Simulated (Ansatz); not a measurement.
## TlCl: response to strain

The reference is TlCl in the CsCl type structure (space group Pm-3m, No. 221; a = 3.769 Å). Axes: x, y, z lie along the cube axes.

Strains are applied to the cell and any free atomic positions relax; under biaxial strain the out-of-plane vector relaxes too.

Level of theory: PBEsol/PAW in Ansatz (a quantum-chemistry and plane-wave program), no spin-orbit coupling.

Notes on the quantities. in-plane stress: mean in-plane stress (compression positive).

```json
[
 {"change": "base", "in-plane stress": "–", "band gap": "1.79 eV", "out-of-plane strain": "–", "smallest direct gap": "1.79 eV"},
 {"change": "biaxial strain −2.00 %, plane normal [001], relaxed out of plane", "in-plane stress": "+1.0 GPa", "band gap": "1.59 eV", "out-of-plane strain": "+1.87 %", "smallest direct gap": "1.67 eV"},
 {"change": "biaxial strain −1.50 %, plane normal [001], relaxed out of plane", "in-plane stress": "+0.8 GPa", "band gap": "1.65 eV", "out-of-plane strain": "+1.38 %", "smallest direct gap": "1.70 eV"},
 {"change": "biaxial strain −1.00 %, plane normal [001], relaxed out of plane", "in-plane stress": "+0.5 GPa", "band gap": "1.70 eV", "out-of-plane strain": "+0.91 %", "smallest direct gap": "1.73 eV"},
 {"change": "biaxial strain −0.50 %, plane normal [001], relaxed out of plane", "in-plane stress": "+0.2 GPa", "band gap": "1.75 eV", "out-of-plane strain": "+0.44 %", "smallest direct gap": "1.76 eV"},
 {"change": "biaxial strain +0.50 %, plane normal [001], relaxed out of plane", "in-plane stress": "-0.3 GPa", "band gap": "1.76 eV", "out-of-plane strain": "-0.45 %", "smallest direct gap": "1.78 eV"},
 {"change": "biaxial strain +1.50 %, plane normal [001], relaxed out of plane", "in-plane stress": "-0.7 GPa", "band gap": "1.71 eV", "out-of-plane strain": "-1.29 %", "smallest direct gap": "1.75 eV"},
 {"change": "biaxial strain +2.00 %, plane normal [001], relaxed out of plane", "in-plane stress": "-1.0 GPa", "band gap": "1.69 eV", "out-of-plane strain": "-1.68 %", "smallest direct gap": "1.74 eV"},
 {"change": "biaxial strain +2.50 %, plane normal [001], relaxed out of plane", "in-plane stress": "-1.2 GPa", "band gap": "1.67 eV", "out-of-plane strain": "-2.05 %", "smallest direct gap": "1.74 eV"},
 {"change": "biaxial strain +3.00 %, plane normal [001], relaxed out of plane", "in-plane stress": "-1.5 GPa", "band gap": "1.65 eV", "out-of-plane strain": "-2.41 %", "smallest direct gap": "1.73 eV"}
]
```

With Tl present, leaving out spin-orbit coupling can change the band edges. Stability against distortions was not tested.
